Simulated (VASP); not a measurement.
# Si in VASP: a series of runs

Runs on Si. Level: PBE+D3(BJ). Tasks: single point.

Everything below comes from runs of VASP 6.6.1. Logs are shortened: lines on timing, memory, paths and dates and some standing lists are left out, and cuts for length are marked.

## 1. The structure

The cell holds a slab with vacuum, 2 atoms: a = 3.847 Å, b = 3.847 Å, c = 28.000 Å, α = 90.00°, β = 90.00°, γ = 120.00°.

The cell was built by a generator and needn't be a form met in nature.

## 2. Single point, PBE+D3(BJ)

INCAR reads:

```
SYSTEM = Si
PREC = Accurate ; ENCUT = 520
EDIFF = 1E-6 ; ISMEAR = 0
SIGMA = 0.1 ; LREAL = .FALSE.
LASPH = .TRUE. ; NELM = 100
ALGO = Normal ; ISIF = 2
LWAVE = .FALSE. ; LCHARG = .FALSE.
LDIPOL = .TRUE. ; IDIPOL = 3
DIPOL = 0.5 0.5 0.500 ; GGA = PE
IVDW = 12 ; NBANDS = 11
```

KPOINTS reads:

```
Automatic mesh
0
G
  15 15 1
  0 0 0
```

POSCAR reads:

```
Si
1.0
    3.8472023568      0.0000000000      0.0000000000
   -1.9236011784      3.3317749745      0.0000000000
    0.0000000000      0.0000000000     28.0000000000
Si
2
Direct
    0.3333333333      0.6666666667      0.5084347959
    0.6666666667      0.3333333333      0.4915652041
```

Potentials or basis: VASP PAW PBE potentials, release 64 (Si).

On the command line:

```console
$ cat potpaw_PBE.64/Si/POTCAR > POTCAR
$ mpirun -np 1 vasp_std > vasp.out
```

OUTCAR:

```text
SYSTEM = Si
   PREC = Accurate
   ENCUT = 520
   EDIFF = 1E-6
   ISMEAR = 0
   LREAL = .FALSE.
   LASPH = .TRUE.
   NELM = 100
   ISIF = 2
   GGA = PE
   IVDW = 12
 IVDW          = 12

 ion  position               nearest neighbor table
   1  0.333  0.667  0.508-   2 2.27   2 2.27   2 2.27
   2  0.667  0.333  0.492-   1 2.27   1 2.27   1 2.27

  LATTYP: Found a hexagonal cell.
 ALAT       =     3.8472023568
 C/A-ratio  =     7.2780159199

  Lattice vectors:

 A1 = (   3.8472023568,   0.0000000000,   0.0000000000)
 A2 = (  -1.9236011784,   3.3317749745,   0.0000000000)
 A3 = (   0.0000000000,   0.0000000000,  28.0000000000)

Analysis of symmetry for initial positions (statically):
=====================================================================
 Subroutine PRICEL returns:
 Original cell was already a primitive cell.

 Routine SETGRP: Setting up the symmetry group for a
 hexagonal supercell.

 Subroutine GETGRP returns: Found 12 space group operations
 (whereof 12 operations were pure point group operations)
 out of a pool of 24 trial point group operations.

The static configuration has the point symmetry D_3d.

Analysis of symmetry for dynamics (positions and initial velocities):
=====================================================================
 Subroutine PRICEL returns:
 Original cell was already a primitive cell.

 Routine SETGRP: Setting up the symmetry group for a
 hexagonal supercell.

 Subroutine GETGRP returns: Found 12 space group operations
 (whereof 12 operations were pure point group operations)
 out of a pool of 24 trial point group operations.

The dynamic configuration has the point symmetry D_3d.

 Subroutine INISYM returns: Found 12 space group operations
 (whereof 12 operations are pure point group operations),
 and found     1 'primitive' translations

----------------------------------------------------------------------------------------

                                     Primitive cell

  volume of cell :     358.9044

  direct lattice vectors                    reciprocal lattice vectors
     3.847202357  0.000000000  0.000000000     0.259929140  0.150070159  0.000000000
    -1.923601178  3.331774975  0.000000000     0.000000000  0.300140318  0.000000000
     0.000000000  0.000000000 28.000000000     0.000000000  0.000000000  0.035714286

  length of vectors
     3.847202357  3.847202357 28.000000000     0.300140318  0.300140318  0.035714286

  position of ions in fractional coordinates (direct lattice)
     0.333333333  0.666666667  0.508434796
     0.666666667  0.333333333  0.491565204

  ion indices of the primitive-cell ions
   primitive index   ion index
                 1           1
[... 91 lines left out ...]
   IMIX   =      4    mixing-type and parameters
     AMIX     =   0.40;   BMIX     =  1.00
     AMIX_MAG =   1.60;   BMIX_MAG =  1.00
  volume/ion in A,a.u.               =     179.45      1211.00
  Fermi-wavevector in a.u.,A,eV,Ry     =   0.460729  0.870651  2.888121  0.212271
  Thomas-Fermi vector in A             =   1.447360
   LORBIT       =      0    0 simple, 1 ext, 2 COOP (PROOUT), +10 PAW based schemes
   GGA     = PE    functional components
   LHFCALC =     F    Hartree Fock is set to
   AEXX    =    0.0000 exact exchange contribution
   IVDW    =    12    specifies the selected vdW correction
   LEPSILON=     F    determine dielectric tensor
   LRPA    =     F    only Hartree local field effects (RPA)
 non-spin polarized calculation
 Gauss-broadening in eV      SIGMA  =   0.10
  energy-cutoff  :      520.00
  volume of cell :      358.90
 maximum number of plane-waves:      9723
 NGX is ok and might be reduce to    30
   NGX = 15   NGY = 15   NGZ =105

 number of electron       8.0000001 magnetization

 dipolmoment           0.000000      0.000000     -0.000000 electrons x Angstroem

 Free energy of the ion-electron system (eV)
  ---------------------------------------------------
  ext. energy  EPLUGINS =         0.00000000
  ---------------------------------------------------
  free energy    TOTEN  =        -9.56683749 eV

  energy without entropy =       -9.56583448  energy(sigma->0) =       -9.56633598

 E-fermi :  -3.4039     XC(G=0):  -1.5670

 val. band max:       -3.4039441482   @ k =   0.3333   0.3333   0.0000
 cond. band min:      -3.4039441454   @ k =   0.3333   0.3333   0.0000
 fundamental gap:      0.0000000028
 Fermi energy:        -3.4039441474

 k-point     1 :       0.0000    0.0000    0.0000
  band No.  band energies     occupation
      1     -14.5083      2.00000
      2      -6.6072      2.00000
      3      -4.5911      2.00000
      4      -4.5911      2.00000
      5      -1.3469      0.00000
      6      -0.8795      0.00000
      7      -0.3596      0.00000
      8      -0.3596      0.00000
      9       0.9221      0.00000
     10       1.1686      0.00000
     11       1.6104      0.00000
[... 309 lines left out ...]
 k-point    24 :       0.4000    0.2000    0.0000
  band No.  band energies     occupation
      1     -11.8773      2.00000
      2     -10.6785      2.00000
      3      -7.3663      2.00000
      4      -4.0270      2.00000
      5      -2.8935      0.00000
      6       0.1157      0.00000
      7       1.0844      0.00000
      8       2.8165      0.00000
      9       3.1980      0.00000
     10       4.5716      0.00000
     11       4.6132      0.00000

 [... further k-points ...]

------------------------ aborting loop because EDIFF is reached ----------------------------------------

 vacuum level on the upper side and lower side of the slab       (xc-potential included)        -0.006        -0.006

 Edisp (eV)   -0.38129

 E8    (eV) :    -0.1696

  FORCE on cell =-STRESS in cart. coord.  units (eV):
  Direction    XX          YY          ZZ          XY          YZ          ZX
  --------------------------------------------------------------------------------------
  -------------------------------------------------------------------------------------
  Total      -0.00583    -0.00583    -0.00680    -0.00000     0.00000     0.00000
  in kB      -0.02605    -0.02605    -0.03034    -0.00000     0.00000     0.00000
  external pressure =       -0.03 kB  Pullay stress =        0.00 kB

 VOLUME and BASIS-vectors are now :
 -----------------------------------------------------------------------------
  energy-cutoff  :      520.00
  volume of cell :      358.90
      direct lattice vectors                 reciprocal lattice vectors
     3.847202357  0.000000000  0.000000000     0.259929140  0.150070159  0.000000000
    -1.923601178  3.331774975  0.000000000     0.000000000  0.300140318  0.000000000
     0.000000000  0.000000000 28.000000000     0.000000000  0.000000000  0.035714286

 POSITION                                       TOTAL-FORCE (eV/Angst)
 -----------------------------------------------------------------------------------
     -0.00000      2.22118     14.23617        -0.000000      0.000000     -0.005385
      1.92360      1.11059     13.76383         0.000000     -0.000000      0.005385
 -----------------------------------------------------------------------------------
    total drift:                               -0.000000      0.000000      0.000000

  FREE ENERGIE OF THE ION-ELECTRON SYSTEM (eV)
  ---------------------------------------------------
  free  energy   TOTEN  =        -9.9481240138 eV

  energy  without entropy=       -9.9471210100  energy(sigma->0) =       -9.94762251

 vacuum level on the upper side and lower side of the slab         1.183         1.183
```

OSZICAR:

```text
N       E                     dE             d eps       ncg     rms          rms(c)
DAV:   1     0.399573466469E+02    0.39957E+02   -0.20937E+03   594   0.436E+02
DAV:   2    -0.612134408386E+01   -0.46079E+02   -0.40857E+02   893   0.717E+01
DAV:   3    -0.981313607087E+01   -0.36918E+01   -0.36781E+01   808   0.244E+01
[... 13 lines left out ...]
DAV:  17    -0.956679022300E+01   -0.13320E-04   -0.45786E-07   904   0.282E-03    0.175E-03
DAV:  18    -0.956682552295E+01   -0.35300E-04   -0.23060E-06   678   0.389E-03    0.231E-03
DAV:  19    -0.956683008698E+01   -0.45640E-05   -0.74898E-08   885   0.793E-04    0.217E-03
DAV:  20    -0.956683694755E+01   -0.68606E-05   -0.19294E-07   726   0.139E-03    0.710E-04
DAV:  21    -0.956683748537E+01   -0.53782E-06   -0.25718E-09   897   0.229E-04
   1 F= -.99481240E+01 E0= -.99476225E+01  d E =-.100300E-02
```

It took 84 s on 1 thread of Intel Xeon 6975P-C (Granite Rapids), shared host; peak memory 0.48 GiB.

What came out:

* Free energy: -9.9481 eV
* Largest force: 0.005 eV/Å
* Band gap on the k mesh: none (metal or under the smearing width)
* Dispersion energy per atom: -0.191 eV

Forces on the atoms (eV/Å):
```
Si   0.000  0.000 -0.005
Si   0.000  0.000  0.005
```

## 3. Single point, PBE+D3(BJ)

This run uses another cell than the first one, of 172.09 Å³/atom, 0.959 times its volume.

INCAR reads:

```
PREC = Accurate ; ENCUT = 520
EDIFF = 1E-7 ; ISMEAR = 0
SIGMA = 0.1 ; LREAL = F
LASPH = T ; NELM = 100
ALGO = Fast ; ISIF = 2
LWAVE = F ; LCHARG = F
LDIPOL = T ; IDIPOL = 3
DIPOL = 0.5 0.5 0.500 ; GGA = PE
IVDW = 12 ; NBANDS = 11
```

KPOINTS reads:

```
regular mesh
0
Gamma
  15 15 1
```

POSCAR reads:

```
Si
1.0
    3.7674649302      0.0000000000      0.0000000000
   -1.8837324651      3.2627203374      0.0000000000
    0.0000000000      0.0000000000     28.0000000000
Si
2
Direct
    0.3333333333      0.6666666667      0.5079285714
    0.6666666667      0.3333333333      0.4920714286
```

Potentials or basis: VASP PAW PBE potentials, release 64 (Si).

On the command line:

```console
$ cat potpaw_PBE.64/Si/POTCAR > POTCAR
$ mpirun -np 1 vasp_std > vasp.out
```

Wall time 82 s (1 thread of Intel Xeon 6975P-C (Granite Rapids), shared host); peak memory 0.45 GiB.

Results (log left out):

- Free energy: -9.9025 eV
- Largest force: 0.235 eV/Å
- Band gap on the k mesh: none (metal or under the smearing width)
- Dispersion energy per atom: -0.199 eV

Forces in eV/Å, atoms in the order of the input:
```
Si   0.000  0.000  0.235
Si   0.000  0.000 -0.235
```

Levels at points of the mesh, in eV from the Fermi level:
```
           k point  band 1  band 2  band 3  band 4  band 5  band 6  band 7  band 8
(0.00, 0.00, 0.00)  -11.40   -3.36   -1.17   -1.17    2.51    2.62    3.10    3.10
```

## 4. Single point, PBE+D3(BJ)

This run uses another cell than the first one: it holds 4 atoms, not 2.

INCAR reads:

```
SYSTEM = Si
ALGO     = Fast           ! electronic algorithm
DIPOL    = 0.5 0.5 0.500
EDIFF    = 1E-6           ! SCF threshold, eV
ENCUT    = 520            ! plane-wave cutoff, eV
GGA      = PE             ! functional
IDIPOL   = 3            
ISIF     = 2              ! what is computed and relaxed
ISMEAR   = 0              ! smearing method
IVDW     = 12             ! dispersion correction
LASPH    = .True.         ! aspherical terms in the spheres
LCHARG   = .False.        ! write CHGCAR
LDIPOL   = .True.       
LREAL    = .False.        ! projectors in reciprocal space
LWAVE    = .False.        ! write WAVECAR
NBANDS   = 16             ! bands
NELM     = 100            ! most SCF steps
PREC     = Accurate       ! precision mode
SIGMA    = 0.1            ! smearing width, eV
```

KPOINTS reads:

```
k-points
0
Gamma
  15 15 1
  0 0 0
```

POSCAR reads:

```
Si
1.0
    3.8472023568      0.0000000000      0.0000000000
   -1.9236011784      3.3317749745      0.0000000000
    0.0000000000      0.0000000000     34.4893942845
Si
4
Direct
    0.3333333334      0.6666666667      0.4641233399
    0.6653841776      0.3307683552      0.4450054047
    0.1666666666      0.3333333333      0.5549765033
    0.8345937476      0.6691874951      0.5358947521
```

Potentials or basis: VASP PAW PBE potentials, release 64 (Si).

On the command line:

```console
$ cat potpaw_PBE.64/Si/POTCAR > POTCAR
$ mpirun -np 1 vasp_std > vasp.out
```

OUTCAR:

```text
SYSTEM = Si
   EDIFF = 1E-6
   ENCUT = 520
   GGA = PE
   ISIF = 2
   ISMEAR = 0
   IVDW = 12
   LASPH = .True.
   LREAL = .False.
   NELM = 100
   PREC = Accurate
 IVDW          = 12

 ion  position               nearest neighbor table
   1  0.333  0.667  0.464-   2 2.31   2 2.32   2 2.32   4 3.13   4 3.13
   2  0.665  0.331  0.445-   1 2.31   1 2.32   1 2.32
   3  0.167  0.333  0.555-   4 2.31   4 2.32   4 2.32
   4  0.835  0.669  0.536-   3 2.31   3 2.32   3 2.32   1 3.13   1 3.13

  LATTYP: Found a hexagonal cell.
 ALAT       =     3.8472023568
 C/A-ratio  =     8.9647985954

  Lattice vectors:

 A1 = (   3.8472023568,   0.0000000000,   0.0000000000)
 A2 = (  -1.9236011784,   3.3317749745,   0.0000000000)
 A3 = (   0.0000000000,   0.0000000000,  34.4893942845)

Analysis of symmetry for initial positions (statically):
=====================================================================
 Subroutine PRICEL returns:
 Original cell was already a primitive cell.

 Routine SETGRP: Setting up the symmetry group for a
 hexagonal supercell.

 Subroutine GETGRP returns: Found  2 space group operations
 (whereof  2 operations were pure point group operations)
 out of a pool of 24 trial point group operations.

The static configuration has the point symmetry C_1h.

Analysis of symmetry for dynamics (positions and initial velocities):
=====================================================================
 Subroutine PRICEL returns:
 Original cell was already a primitive cell.

 Routine SETGRP: Setting up the symmetry group for a
 hexagonal supercell.

 Subroutine GETGRP returns: Found  2 space group operations
 (whereof  2 operations were pure point group operations)
 out of a pool of 24 trial point group operations.

The dynamic configuration has the point symmetry C_1h.

 Subroutine INISYM returns: Found  2 space group operations
 (whereof  2 operations are pure point group operations),
 and found     1 'primitive' translations

----------------------------------------------------------------------------------------
[... 130 lines left out ...]
 Gauss-broadening in eV      SIGMA  =   0.10
  energy-cutoff  :      520.00
  volume of cell :      442.09
 maximum number of plane-waves:     11969
 NGX is ok and might be reduce to    30
   NGX = 15   NGY = 15   NGZ =129

 dipolmoment           0.000000      0.000000      0.001869 electrons x Angstroem

 number of electron      16.0000001 magnetization

 dipolmoment           0.000000      0.000000     -0.000477 electrons x Angstroem

 Free energy of the ion-electron system (eV)
  ---------------------------------------------------
  ext. energy  EPLUGINS =         0.00000000
  ---------------------------------------------------
  free energy    TOTEN  =       -19.33922466 eV

  energy without entropy =      -19.33455258  energy(sigma->0) =      -19.33688862

 E-fermi :  -2.7350     XC(G=0):  -2.1711

 val. band max:       -2.7367520017   @ k =  -0.1333   0.4667   0.0000
 cond. band min:      -2.6929764066   @ k =  -0.2667  -0.4000   0.0000
 fundamental gap:      0.0437755951
 Fermi energy:        -2.7349879658

 k-point     1 :       0.0000    0.0000    0.0000
  band No.  band energies     occupation
      1     -14.3288      2.00000
      2     -13.2791      2.00000
      3      -7.4820      2.00000
      4      -4.4577      2.00000
      5      -4.0845      2.00000
      6      -3.8305      2.00000
[... 433 lines left out ...]
      3      -8.2232      2.00000
      4      -7.6815      2.00000
      5      -6.1752      2.00000
      6      -5.1333      2.00000
[... 8 lines left out ...]
     15       2.6822      0.00000
     16       2.9385      0.00000

 [... further k-points ...]

------------------------ aborting loop because EDIFF is reached ----------------------------------------

 vacuum level on the upper side and lower side of the slab       (xc-potential included)        -0.012        -0.006

 Edisp (eV)   -1.14379

 E8    (eV) :    -0.4982

  FORCE on cell =-STRESS in cart. coord.  units (eV):
  Direction    XX          YY          ZZ          XY          YZ          ZX
  --------------------------------------------------------------------------------------
  -------------------------------------------------------------------------------------
  Total      -0.27795    -0.99322    -0.03267     0.00000    -0.00124     0.00000
  in kB      -1.00734    -3.59955    -0.11839     0.00000    -0.00451     0.00000
  external pressure =       -1.58 kB  Pullay stress =        0.00 kB

 VOLUME and BASIS-vectors are now :
 -----------------------------------------------------------------------------
  energy-cutoff  :      520.00
  volume of cell :      442.09
      direct lattice vectors                 reciprocal lattice vectors
     3.847202357  0.000000000  0.000000000     0.259929140  0.150070159  0.000000000
    -1.923601178  3.331774975  0.000000000     0.000000000  0.300140318  0.000000000
     0.000000000  0.000000000 34.489394285     0.000000000  0.000000000  0.028994420

 POSITION                                       TOTAL-FORCE (eV/Angst)
 -----------------------------------------------------------------------------------
      0.00000      2.22118     16.00733         0.000000      0.003761     -0.006727
      1.92360      1.10205     15.34797         0.000000     -0.003387      0.010904
     -0.00000      1.11059     19.14080         0.000000     -0.004012     -0.009976
      1.92360      2.22958     18.48269         0.000000      0.003637      0.005799
 -----------------------------------------------------------------------------------
    total drift:                                0.000000      0.000019      0.000006

  FREE ENERGIE OF THE ION-ELECTRON SYSTEM (eV)
  ---------------------------------------------------
  free  energy   TOTEN  =       -20.4830129266 eV

  energy  without entropy=      -20.4783408457  energy(sigma->0) =      -20.48067689

 vacuum level on the upper side and lower side of the slab         1.937         1.944
```

OSZICAR:

```text
N       E                     dE             d eps       ncg     rms          rms(c)
DAV:   1     0.839963391788E+02    0.83996E+02   -0.41477E+03  2048   0.643E+02
DAV:   2    -0.117480433416E+02   -0.95744E+02   -0.89020E+02  3328   0.114E+02
DAV:   3    -0.195959058240E+02   -0.78479E+01   -0.77222E+01  2952   0.356E+01
[... 16 lines left out ...]
RMM:  20    -0.193392173141E+02   -0.66923E-05   -0.73906E-07  1961   0.403E-03    0.887E-04
RMM:  21    -0.193392207031E+02   -0.33890E-05   -0.26631E-07  1995   0.233E-03    0.228E-04
RMM:  22    -0.193392231255E+02   -0.24224E-05   -0.63945E-08  1476   0.140E-03    0.463E-04
RMM:  23    -0.193392242716E+02   -0.11461E-05   -0.40356E-08  1365   0.119E-03    0.378E-04
RMM:  24    -0.193392246628E+02   -0.39121E-06   -0.79040E-09  1135   0.101E-03
   1 F= -.20483013E+02 E0= -.20480677E+02  d E =-.467208E-02
```

It took 7.1 min on 1 thread of Intel Xeon 6975P-C (Granite Rapids), shared host; peak memory 0.75 GiB.

Results:

- Free energy: -20.4830 eV
- Largest force: 0.011 eV/Å
- Band gap on the k mesh: none (metal or under the smearing width)
- Dispersion energy per atom: -0.286 eV

Forces on the atoms (eV/Å):
```
Si   0.000  0.004 -0.007
Si   0.000 -0.003  0.011
Si   0.000 -0.004 -0.010
Si   0.000  0.004  0.006
```

Levels at points of the mesh, in eV from the Fermi level:
| k point | band 4 | band 5 | band 6 | band 7 | band 8 | band 9 | band 10 | band 11 | band 12 | band 13 |
| --- | --- | --- | --- | --- | --- | --- | --- | --- | --- | --- |
| (0.00, 0.00, 0.00) | -1.72 | -1.35 | -1.10 | -0.86 | -0.60 | 1.49 | 2.02 | 2.09 | 2.58 | 3.30 |

## 5. Overview

```tsv
cell	gap on the mesh (eV)	largest force (eV/Å)
P-3m1, 179.45 Å³/atom	none	0.01
P-3m1, 172.09 Å³/atom	none	0.23
Cm, 110.52 Å³/atom	none	0.01
```

Alike in all rows: task single point; level PBE+D3(BJ); potentials or basis VASP PAW PBE potentials, release 64 (Si); no spin polarisation; k mesh 15 × 15 × 1; cutoff (eV) 520; smearing gaussian 0.1 eV.

Every run on the cell as given and a fine mesh finds a metal.

Total energies depend on the potentials used, so only differences within one code and one set of settings carry meaning.
